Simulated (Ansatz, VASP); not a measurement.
## BaS in VASP and in Ansatz

```xyz
2
Lattice="0.0319 3.2097 3.2097 3.2097 0.0319 3.2097 3.2097 3.2097 0.0319" Properties=species:S:1:pos:R:3 pbc="T T T"
Ba    0.0000    0.0000    0.0000
S     3.2257    3.2257    3.2257
```

Change from the starting cell: equal xy, yz and zx shear strains of +1 %, PAW files.

Alike in both runs: task electric field gradients; functional PBEsol; k mesh 8 × 8 × 8; occupations fermi-dirac, width 0.02 eV; no spin polarisation.

```csv
,VASP,Ansatz
version,VASP 6.6.1,Ansatz 0.2.0
potentials or method,"VASP PAW PBE potentials, release 64 (Ba_sv, S)","PAW with Ansatz's default frozen-core files, scalar-relativistic"
plane-wave cutoff (eV),520,420
valence electrons in the cell,16,16
```

Ansatz gave:

- gap on the k mesh at the Fermi level (eV): 2.07
- pressure (GPa): -1.2
- largest component of the traceless stress (GPa): 0.19
- Vzz of the field gradient on the site that differs most (V/Å²): 1.5

Task: Estimate VASP's values.

Result: gap on the k mesh at the Fermi level (eV): 1.97; pressure (GPa): -0.5; largest component of the traceless stress (GPa): 0.19; Vzz of the field gradient on the site that differs most (V/Å²): 1.4.

With one functional, cell and mesh, what is left measures potentials, basis and numerics. Ansatz warned: «gradients_without_spin_orbit».

Caveats: the PAW data sets were made with another functional, which shifts forces and pressure a little (VASP); spin-orbit coupling is left out, which moves the levels of the heavy elements. A k mesh can miss the band edges.
